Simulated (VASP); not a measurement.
## ZnS (F-43m) under biaxial strain in the (001) plane

Wanted: the response of ZnS to biaxial strain in the (001) plane, as a table, with a fit that predicts a row left out.

Main program and level: VASP 6.6.1; LDA; plane waves and PAW (Zn, S), in the first sound run; inputs show where later runs differ.

### Step 1. Set-up

The structure is cubic, space group F-43m (No. 216). Conventional cell: a = 5.410 Å, b = 5.410 Å, c = 5.410 Å, α = 90.00°, β = 90.00°, γ = 90.00°. Zn has 4 S at 2.34 Å nearest. Nearest to S lie 4 Zn at 2.34 Å. Farther neighbours and most contacts between anions are not listed.

### Step 2. Relax the crystal, LDA

The series starts from the cell that this level prefers, so that zero strain is near zero stress.

This step took 2 runs in a row; the last is shown.

Level: LDA; plane waves and PAW (Zn, S).

Contents of INCAR:

```
SYSTEM = ZnS
PREC = Accurate
ENCUT = 450
EDIFF = 1E-07
NELM = 120
ISMEAR = 0
SIGMA = 0.02
LREAL = .FALSE.
ALGO = Normal
GGA = CA
NBANDS = 15
LASPH = .TRUE.
LORBIT = 11
LWAVE = .FALSE.
LCHARG = .FALSE.
KPAR = 16
IBRION = 2
NSW = 40
ISIF = 3
EDIFFG = -0.005
POTIM = 0.4
```

Contents of POSCAR:

```
ZnS
1.0
    0.0000000000      2.6503118738      2.6503118738
    2.6503118738      0.0000000000      2.6503118738
    2.6503118738      2.6503118738      0.0000000000
Zn S
1 1
Direct
    0.0000000000      0.0000000000      0.0000000000
    0.2500000000      0.2500000000      0.2500000000
```

Contents of KPOINTS:

```
Automatic mesh
0
Gamma
10 10 10
0 0 0
```

Potentials, in the order of the species: Zn and S (LDA family, release 64).

The run is started by

```
$ mpirun -np 16 vasp_std
```

What it wrote:

```text
[banner, memory and clock lines left out]
running   16 mpi-ranks, on    1 nodes
[...]
|                                                                             |
|           W    W    AA    RRRRR   N    N  II  N    N   GGGG   !!!           |
|           W    W   A  A   R    R  NN   N  II  NN   N  G    G  !!!           |
|           W    W  A    A  R    R  N N  N  II  N N  N  G       !!!           |
|           W WW W  AAAAAA  RRRRR   N  N N  II  N  N N  G  GGG   !            |
|           WW  WW  A    A  R   R   N   NN  II  N   NN  G    G                |
|           W    W  A    A  R    R  N    N  II  N    N   GGGG   !!!           |
|                                                                             |
|     For optimal performance we recommend to set                             |
|       NCORE = 2 up to number-of-cores-per-socket                            |
|     NCORE specifies how many cores store one orbital (NPAR=cpu/NCORE).      |
|     This setting can greatly improve the performance of VASP for DFT.       |
[...]
|     Unfortunately you need to use the default for GW and RPA                |
|     calculations (for HF NCORE is supported but not extensively tested      |
|     yet).                                                                   |
|                                                                             |

 LDA part: xc-table for (Slater(with rela. corr.)+CA(PZ))
 , standard interpolation
 POSCAR, INCAR and KPOINTS ok, starting setup
[...]
entering main loop
       N       E                     dE             d eps       ncg     rms          rms(c)
DAV:   1     0.844924030625E+02    0.84492E+02   -0.83039E+03  1417   0.133E+03
DAV:   2    -0.297509783239E+01   -0.87468E+02   -0.82414E+02  1599   0.256E+02
DAV:   3    -0.858274073883E+01   -0.56076E+01   -0.55833E+01  1753   0.659E+01
DAV:   4    -0.864432556638E+01   -0.61585E-01   -0.61569E-01  1669   0.714E+00
[...]
DAV:  11    -0.820746683210E+01    0.32619E-05   -0.10281E-05  2185   0.683E-02    0.404E-03
DAV:  12    -0.820746695401E+01   -0.12191E-06   -0.12543E-06  1697   0.113E-02    0.155E-03
DAV:  13    -0.820746695555E+01   -0.15443E-08   -0.39806E-08  1062   0.174E-03
   1 F= -.82074670E+01 E0= -.82074670E+01  d E =-.820747E+01
[...]
reached required accuracy - stopping structural energy minimisation
```

Run time: 4.4 s. Hardware: 16 MPI ranks of Intel Xeon Platinum 8375C at 2.90GHz (Ice Lake), shared host; peak memory 2.5 GiB.

Lines that name or quote the potential files are left out of all logs, and their timing lines are given in words.

From OUTCAR (step 2):

```text
  Total       -0.0065099     -0.0065099     -0.0065099     -0.0000000     -0.0000000      0.0000000
  in kB       -0.2801341     -0.2801341     -0.2801341     -0.0000000     -0.0000000      0.0000000
  external PRESSURE =      -0.2801341 kB  Pullay stress =       0.0000000 kB

 POSITION                                       TOTAL-FORCE (eV/Angst)
 -----------------------------------------------------------------------------------
      0.00000      0.00000      0.00000         0.000000      0.000000      0.000000
      1.32516      1.32516      1.32516        -0.000000     -0.000000     -0.000000
 -----------------------------------------------------------------------------------
    total drift:                                0.000001      0.000001      0.000001

  FREE ENERGIE OF THE ION-ELECTRON SYSTEM (eV)
  ---------------------------------------------------
  free  energy   TOTEN  =        -8.2074669555 eV

  energy  without entropy=       -8.2074669555  energy(sigma->0) =       -8.20746696

 reached required accuracy - stopping structural energy minimisation

[... 3 further parts left out ...]
[key lines of the parts left out:]
E-fermi :   2.5842
```

Numbers from this step:

| Property | Result |
| --- | --- |
| energy(sigma→0) of the program | -8.2075 eV |
| stress, compression positive | xx, yy, zz -0.03, -0.03, -0.03 GPa |
| volume | 37.232 Å³ |
| ionic steps | 1 |

### Step 3. Strain along the normal, LDA

One member in full: the plane is strained by 0.5 %, and the strain along the normal is moved by secant steps until the normal stress is under 0.012 GPa or five steps are spent; the atoms relax at each step.

This step took 3 runs, each at a new trial strain with the atoms of the one before; the last is shown.

Level: LDA; plane waves and PAW (Zn, S); cell typed or built by script.

Edit INCAR of step 2 so:

```diff
@@ -15,7 +15,7 @@
 LCHARG = .FALSE.
-KPAR = 16
-IBRION = 2
-NSW = 40
-ISIF = 3
-EDIFFG = -0.005
-POTIM = 0.4
+KPAR = 4
+IBRION = 1
+NSW = 25
+ISIF = 2
+EDIFFG = -0.004
+POTIM = 0.3
```

Contents of POSCAR:

```
ZnS
1.0
    0.0000000000      2.6635634330      2.6333395230
    2.6635634330      0.0000000000      2.6333395230
    2.6635634330      2.6635634330      0.0000000000
Zn S
1 1
Direct
    0.0000000000      0.0000000000      0.0000000000
    0.2500000000      0.2500000000      0.2500000000
```

KPOINTS is that of step 2.

The run is started by

```
$ mpirun -np 4 vasp_std
```

What it wrote:

```text
[banner, memory and clock lines left out]
running    4 mpi-ranks, on    1 nodes
[...]
LDA part: xc-table for (Slater(with rela. corr.)+CA(PZ))
 , standard interpolation
 POSCAR, INCAR and KPOINTS ok, starting setup
[...]
entering main loop
       N       E                     dE             d eps       ncg     rms          rms(c)
DAV:   1     0.839082414298E+02    0.83908E+02   -0.83713E+03  3068   0.132E+03
DAV:   2    -0.316847853502E+01   -0.87077E+02   -0.82082E+02  3438   0.255E+02
DAV:   3    -0.858498861728E+01   -0.54165E+01   -0.53931E+01  3795   0.649E+01
DAV:   4    -0.864301004450E+01   -0.58021E-01   -0.58007E-01  3711   0.696E+00
[...]
DAV:  11    -0.820696953577E+01    0.32091E-05   -0.99720E-06  4793   0.673E-02    0.386E-03
DAV:  12    -0.820696965926E+01   -0.12349E-06   -0.12366E-06  3606   0.109E-02    0.143E-03
DAV:  13    -0.820696965933E+01   -0.69349E-10   -0.37281E-08  2342   0.160E-03
   1 F= -.82069697E+01 E0= -.82069697E+01  d E =-.820697E+01
 BRION: g(F)=  0.485E-46 g(S)=  0.000E+00
 reached required accuracy - stopping structural energy minimisation
```

Run time: 17 s. Hardware: 4 MPI ranks; peak memory 0.64 GiB.

OUTCAR, selected parts (step 3):

```text
  Total       -0.1184643     -0.1184643      0.0000432      0.0000000      0.0000000      0.0000000
  in kB       -5.0796660     -5.0796660      0.0018523      0.0000000      0.0000000      0.0000000
  external PRESSURE =      -3.3858266 kB  Pullay stress =       0.0000000 kB

 POSITION                                       TOTAL-FORCE (eV/Angst)
 -----------------------------------------------------------------------------------
      0.00000      0.00000      0.00000        -0.000000     -0.000000      0.000000
      1.33178      1.33178      1.31667         0.000000      0.000000     -0.000000
 -----------------------------------------------------------------------------------
    total drift:                                0.000001      0.000001      0.000001

  FREE ENERGIE OF THE ION-ELECTRON SYSTEM (eV)
  ---------------------------------------------------
  free  energy   TOTEN  =        -8.2069696593 eV

  energy  without entropy=       -8.2069696593  energy(sigma->0) =       -8.20696966

[... 1 part as in an earlier step ...]

[... 3 further parts left out ...]
[key lines of the parts left out:]
E-fermi :   2.5884
```

Numbers from this step:

| Quantity | Value |
| --- | --- |
| energy(sigma→0) of the program | -8.2070 eV |
| stress, compression positive | xx, yy, zz -0.51, -0.51, 0.00 GPa |
| ionic steps | 1 |

### Step 4. Band edges, HSE06

Short lines in KPOINTS_OPT sample the zone centre along and across the normal of the plane, for masses, and the other valleys.

Level: HSE06; plane waves and PAW (Zn, S); cell typed or built by script.

Contents of INCAR:

```
SYSTEM = ZnS
PREC = Accurate
ENCUT = 450
EDIFF = 1E-06
NELM = 100
ISMEAR = 0
SIGMA = 0.02
LREAL = .FALSE.
ALGO = Normal
LHFCALC = .TRUE.
AEXX = 0.25
GGA = PE
HFSCREEN = 0.2
LASPH = .TRUE.
NBANDS = 14
PRECFOCK = Fast
LWAVE = .FALSE.
LCHARG = .FALSE.
KPAR = 4
```

POSCAR is that of step 3.

Contents of KPOINTS:

```
Automatic mesh
0
Gamma
5 5 5
0 0 0
```

Contents of KPOINTS_OPT:

```
Line mode
6
Line-mode
Reciprocal
  0.00000000   0.00000000   0.00000000
  0.02095545   0.02095545   0.00000000

  0.00000000   0.00000000   0.00000000
  0.00000000  -0.02119596  -0.02119596

  0.31000000   0.31000000   0.00000000
  0.50000000   0.50000000   0.00000000

  0.00000000   0.31000000   0.31000000
  0.00000000   0.50000000   0.50000000

  0.45000000   0.45000000   0.45000000
  0.50000000   0.50000000   0.50000000

  0.45000000   0.00000000   0.00000000
  0.50000000   0.00000000   0.00000000

  0.42500000   0.42500000   0.00000000
  0.42500000   0.44619596   0.02119596

  0.50000000   0.50000000   0.50000000
  0.48501219   0.51498781   0.50000000
```

The run is started by

```
$ mpirun -np 4 vasp_std
```

What it wrote:

```text
[banner, memory and clock lines left out]
running    4 mpi-ranks, on    1 nodes
[...]
|                                                                             |
|               ----> ADVICE to this user running VASP <----                  |
|                                                                             |
|     You enforced a specific xc type in the INCAR file but a different       |
|     [... a line on the potential file left out ...]
|     I HOPE YOU KNOW WHAT YOU ARE DOING!                                     |
|                                                                             |

 LDA part: xc-table for (Slater+PW92), standard interpolation
 found WAVECAR, reading the header
 POSCAR, INCAR and KPOINTS ok, starting setup
[...]
reading WAVECAR
 the WAVECAR file was read successfully
 initial charge from wavefunction
 entering main loop
       N       E                     dE             d eps       ncg     rms          rms(c)
DAV:   1    -0.841031989774E+01   -0.84103E+01   -0.12742E+00   636   0.359E+01    0.308E+00
DAV:   2    -0.836171095661E+01    0.48609E-01   -0.31385E-01   600   0.130E+01    0.211E+00
DAV:   3    -0.836012073137E+01    0.15902E-02   -0.32302E-02   648   0.336E+00    0.147E+00
DAV:   4    -0.835959112574E+01    0.52961E-03   -0.32020E-03   588   0.798E-01    0.912E-01
[...]
DAV:   8    -0.835938576481E+01    0.74370E-05   -0.41138E-06   596   0.157E-02    0.880E-02
DAV:   9    -0.835938358031E+01    0.21845E-05   -0.11280E-06   408   0.957E-03    0.473E-02
DAV:  10    -0.835938274332E+01    0.83699E-06   -0.58537E-07   402   0.705E-03
   1 F= -.83593827E+01 E0= -.83593827E+01  d E =-.288001E-27
 Start KPOINTS_OPT (optional k-point list driver)
k-point batch [1-18\48]
       N       E                     dE             ncg
DAV:   1     0.751330595165E+03   -0.32094E+04      510
DAV:   2    -0.123363314620E+04   -0.19850E+04      540
DAV:   3    -0.139330824891E+04   -0.15968E+03      582
DAV:   4    -0.139668611549E+04   -0.33779E+01      672
DAV:   5    -0.139672690994E+04   -0.40794E-01      690
DAV:   6    -0.139672767783E+04   -0.76790E-03      672
DAV:   7    -0.139672769650E+04   -0.18672E-04      648
DAV:   8    -0.139672769700E+04   -0.49936E-06      486
[...]
k-point batch [37-48\48]
       N       E                     dE             ncg
DAV:   1     0.364748631451E+04   -0.68164E+04      336
DAV:   2     0.237759714318E+04   -0.12699E+04      360
DAV:   3     0.229471057328E+04   -0.82887E+02      414
DAV:   4     0.229319488106E+04   -0.15157E+01      438
DAV:   5     0.229317667653E+04   -0.18205E-01      426
DAV:   6     0.229317634851E+04   -0.32802E-03      408
DAV:   7     0.229317634039E+04   -0.81227E-05      408
DAV:   8     0.229317634018E+04   -0.20416E-06      312
```

Wall time 5.7 min (4 MPI ranks); peak memory 1.1 GiB.

OUTCAR, selected parts (step 4):

```text
  LATTYP: Found a body centered tetragonal cell.
 ALAT       =     3.7668475312
 C/A-ratio  =     1.3981662391

 Subroutine GETGRP returns: Found  8 space group operations
 (whereof  8 operations were pure point group operations)

The static configuration has the point symmetry D_2d.

 Found     18 irreducible k-points:

   k-points           NKPTS =     18   k-points in BZ     NKDIM =    125   number of bands    NBANDS=     14

   dimension x,y,z NGX =    28 NGY =   28 NGZ =   28
   dimension x,y,z NGXF=    56 NGYF=   56 NGZF=   56

   ENCUT  =  450.0 eV  33.07 Ry    5.75 a.u.   6.48  6.48  6.52*2*pi/ulx,y,z

   NELECT =      18.0000    total number of electrons

  exchange ACFDT corr.  =         0.00000000  see jH, gK, PRB 81, 115126

 E-fermi :   2.1455

 k-point     1 :       0.0000    0.0000    0.0000
  band No.  band energies     occupation
    ...
      5      -5.6145      2.00000
      6      -5.6110      2.00000
      7       1.9562      2.00000
      8       1.9562      2.00000
      9       1.9984      2.00000
     10       5.5846      0.00000
     11       9.6253      0.00000
     12       9.6253      0.00000
     13       9.6318      0.00000
     14      15.1239      0.00000

 k-point     2 :       0.2000   -0.0000    0.0000
  band No.  band energies     occupation
    ...
      5      -5.6150      2.00000
      6      -5.6137      2.00000
      7      -0.4201      2.00000
      8       1.5630      2.00000
      9       1.6080      2.00000
     10       6.8291      0.00000
     11       9.8915      0.00000
     12      10.1862      0.00000
     13      10.2295      0.00000
     14      14.2101      0.00000

 POSITION                                       TOTAL-FORCE (eV/Angst)
 -----------------------------------------------------------------------------------
      0.00000      0.00000      0.00000         0.000000      0.000000     -0.000000
      1.33178      1.33178      1.31667        -0.000000     -0.000000      0.000000
 -----------------------------------------------------------------------------------
    total drift:                                0.000003      0.000003      0.000002

  FREE ENERGIE OF THE ION-ELECTRON SYSTEM (eV)
  ---------------------------------------------------
  free  energy   TOTEN  =        -8.3593827433 eV

  energy  without entropy=       -8.3593827433  energy(sigma->0) =       -8.35938274

[... 1 part as in an earlier step ...]

[... 7 further parts left out ...]
```

Numbers from this step:

```
energy(sigma→0) of the program : -8.3594 eV
```

### Step 5. The whole series

Hybrid runs start from orbitals of a short LDA run, not shown.

Runs beyond LDA use the data sets made with LDA; this shifts their levels slightly, and their total energies have another zero.

The other members went through these steps as far as the tables show, with the same cutoff and, step by step, the same mesh; 43 runs are not shown. The session took 3.8 core hours (wall time by ranks) on a shared machine.

| in-plane strain (%) | strain along the normal (%) | in-plane stress, tension positive (GPa) | energy above the unstrained row (meV/atom) | gap on the mesh, LDA (eV) |
| --- | --- | --- | --- | --- |
| -2.000 | 2.401 | -2.121 | 5.060 | 2.162 |
| -1.500 | 1.800 | -1.566 | 2.846 | 2.160 |
| -1.000 | 1.195 | -1.026 | 1.286 | 2.158 |
| -0.500 | 0.587 | -0.501 | 0.341 | 2.155 |
| 0 | -0.028 | 0.008 | 0.000 | 2.151 |
| 0.500 | -0.640 | 0.508 | 0.245 | 2.106 |
| 1.000 | -1.263 | 0.990 | 1.057 | 2.062 |
| 1.500 | -1.890 | 1.456 | 2.412 | 2.021 |
| 2.000 | -2.522 | 1.906 | 4.310 | 1.980 |

Slopes at zero strain, from cubics through all rows: strain ratio -1.228, stress over strain 101 GPa. For a cubic crystal strained in (001) the ratio is −2C₁₂/C₁₁.

Band edges at HSE06, counted from the valence-band top at Γ, with one row partly withheld:

```csv
in-plane strain (%),gap (eV),conduction band at Γ (eV),Δ or X valley along z (eV),Δ or X valley along x (eV),"lowest conduction level at L, [111] (eV)","lowest conduction level at L, [-111] (eV)",second valence level below the top (eV),third valence level below the top (eV)
-2.000,3.646,3.646,4.345,4.077,4.622,4.622,0.000,0.185
-1.500,?,?,4.322,4.124,4.647,4.647,0.000,0.135
-1.000,3.641,3.642,4.300,4.170,4.666,4.666,0.000,0.088
-0.500,3.638,3.638,4.279,4.215,4.680,4.680,0.000,0.042
0,3.632,3.633,4.258,4.260,4.688,4.688,0.001,0.001
0.500,3.586,3.586,4.199,4.263,4.650,4.650,0.042,0.042
1.000,3.541,3.541,4.142,4.269,4.610,4.610,0.081,0.082
1.500,3.497,3.498,4.088,4.275,4.568,4.568,0.119,0.119
2.000,3.455,3.455,4.037,4.284,4.523,4.523,0.154,0.154
```

Conduction masses, in electron masses:

```csv
in-plane strain (%),"conduction mass at Γ, along the strain axis or the normal of the plane","conduction mass at Γ, across the strain axis or in the plane"
-2.000,0.204,0.207
-1.500,0.204,0.207
-1.000,0.204,0.205
-0.500,0.204,0.204
0,0.203,0.203
0.500,0.205,0.203
1.000,0.204,0.203
1.500,0.205,0.202
2.000,0.204,0.202
```

### Step 6. A fit to the known rows

The quantity to fit is the conduction level at Γ above the mean of the three top valence levels at HSE06: 3.708, 3.671, 3.652, 3.633, 3.614, 3.596, 3.577, 3.558 eV in the rows shown.

Fitting a parabola to the 8 known rows (e: strain in %) gives E = − 6.26e-5 e² − 0.03746 e + 3.633 in eV; the residuals are 1.1e-4 eV r.m.s.

For the withheld row, e = -1.5, the fit gives 3.6893 eV.

### Step 7. The withheld row

The calculation gives 3.6894 eV, so the prediction is 0.0001 eV too low.

### Step 8. Summary of results

| Property | Result |
| --- | --- |
| ratio of normal to in-plane strain | -1.228 |
| biaxial modulus | 101 GPa |
| gap of the unstrained cell, HSE06 | 3.63 eV |
| slope at zero strain of the conduction level at Γ above the mean of the three top valence levels, HSE06 | -37 meV per % |
| error of the predicted row | -0.1 meV |
| valence shear potential \|b\|, HSE06 | 1.26 eV |

As a check, the curvature of the energy gives 100 GPa for the same modulus (energy per volume = M × strain²), 1 % from the slope of the stress. At HSE06 the lowest conduction valley is Γ throughout, and the gap runs between 3.45 and 3.65 eV. Without spin-orbit coupling the three valence levels split by 3|b| times the difference of the strains; the rows within 1 % give |b| = 1.26 eV. Hole masses are left out throughout, since the top bands are degenerate or cross in many series; of conduction masses, those of the Γ, L and (for Si and Ge under (001) strain) Δ valleys are kept where they change by under an eighth between rows. A measured gap of unstrained ZnS is 3.85 eV (arxiv:0911.5022, direct gap E0 at Gamma, 19 K); the static gaps here belong to the lattice relaxed at LDA. HSE06 ran on a coarser mesh than the semilocal levels. Spin-orbit coupling is left out at HSE06, so the valence splittings there lack it. Δ or X levels are the lowest on their line, refined by a parabola unless they lie at X; the gap is read from all points sampled and can differ from the lowest valley by some meV, or by tens of meV where strain moves the valence top off Γ. Temperature, zero-point motion and excitons are left out.

[Lines on the potential files, build, host, timing and source positions are cut from VASP's logs without a mark.]

[Logs are printed without paths, hosts, clocks, repeated set-up lines and the standing remarks that a program may print on its own settings, such as how far it seeks lower states.]

[Hosts, paths, dates, database ids (printed as entryN), source tags and the programs' standing remarks are cut or masked in the printed files.]

[In band tables of VASP the shares of atoms and orbitals are scaled to a sum of 1 inside the atoms' spheres.]
